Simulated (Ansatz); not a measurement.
# GaN: vibrations at Γ and dielectric response

Aim: the dielectric constants and Born charges of GaN built on the database structure prototype, and its zone-centre vibrations.

Code: Ansatz 0.2.0. Linear response, PAW datasets, plane waves. Calculated at 0 K for a non-magnetic cell.

## 1. The structure to begin with

The cell was relaxed beforehand with PBEsol.

It is cubic, F-43m (No. 216); a = 4.498 Å in the conventional setting, 11.38 Å³ an atom. Near Ga stand 4 N at 1.95 Å; near N stand 4 Ga at 1.95 Å.

Structure file:

```
Ga N
1.0
     0.00000    2.24901    2.24901
     2.24901    0.00000    2.24901
     2.24901    2.24901    0.00000
Ga N
1 1
Direct
  0.00000 0.00000 0.00000
  0.75000 0.75000 0.75000
```

## 2. Phonons at Γ with PBEsol

Input file input.yaml:

```yaml
crystal:
  lattice:
    - [0.0, 2.2490116777, 2.2490116777]
    - [2.2490116777, 0.0, 2.2490116777]
    - [2.2490116777, 2.2490116777, 0.0]
  atoms:
    - { symbol: Ga, position: [0.0, 0.0, 0.0] }
    - { symbol: "N", position: [0.75, 0.75, 0.75] }
kpoints:
  mp_grid: { grid: [8, 8, 8] }
hamiltonian:
  xc: pbesol
scf:
  occupations: { method: fixed }
phonons:
  method: dfpt
  dielectric: true
  qpoints: [[0, 0, 0]]
  rigid_motions: translations
```

The run is started by

```
$ ansatz run input.yaml --threads 1 --pin off --max-ram 2304MiB --backend cpu --events-out ev --progress --plain --runs-dir out
```

## 3. Dielectric tensor and Born charges, r2SCAN

Input file input.yaml:

```yaml
crystal:
  lattice:
    - [0.0, 2.2489526313, 2.2489526313]
    - [2.2489526313, 0.0, 2.2489526313]
    - [2.2489526313, 2.2489526313, 0.0]
  atoms:
    - { symbol: Ga, position: [0.0, 0.0, 0.0] }
    - { symbol: "N", position: [0.75, 0.75, 0.75] }
kpoints:
  mp_grid: { grid: [8, 8, 8] }
hamiltonian:
  xc: r2scan
scf:
  occupations: { method: fixed }
dielectric: {}
```

## 4. Dielectric tensor and Born charges, PBE

Changes to input.yaml since step 3:

```diff
@@ -11,3 +11,3 @@
 hamiltonian:
-  xc: r2scan
+  xc: pbe
 scf:
```

What does the calculation give? Wanted: ε∞, PBEsol at the PBEsol cell; ε∞, r2SCAN at the r2SCAN cell; ε∞, PBE at the r2SCAN cell; Born charges; optical modes; highest mode with the LO–TO term; static dielectric constant.

As calculated:

```
                                quantity                value
           ε∞, PBEsol at the PBEsol cell                 6.01
           ε∞, r2SCAN at the r2SCAN cell                 5.50
              ε∞, PBE at the r2SCAN cell                 5.93
Born charges (mean of the diagonal), PBE  Ga +2.67, N -2.67 e
                           optical modes             537 cm⁻¹
        highest mode with the LO–TO term             712 cm⁻¹
              static dielectric constant                 10.6
```

What this shows: A mean ε∞ of 5.9 (PBE) means a refractive index near 2.43 below the gap. PBE screens more (5.93 for PBE, 5.50 for r2SCAN), in step with its smaller gap on the mesh (1.76 and 2.17 eV). The ions raise the dielectric constant from 6.0 to 10.6. All zone-centre modes are real; only Γ was computed.

These are semilocal Kohn-Sham gaps, which aren't the measured quantity. Such gaps usually fall short of the measured ones.
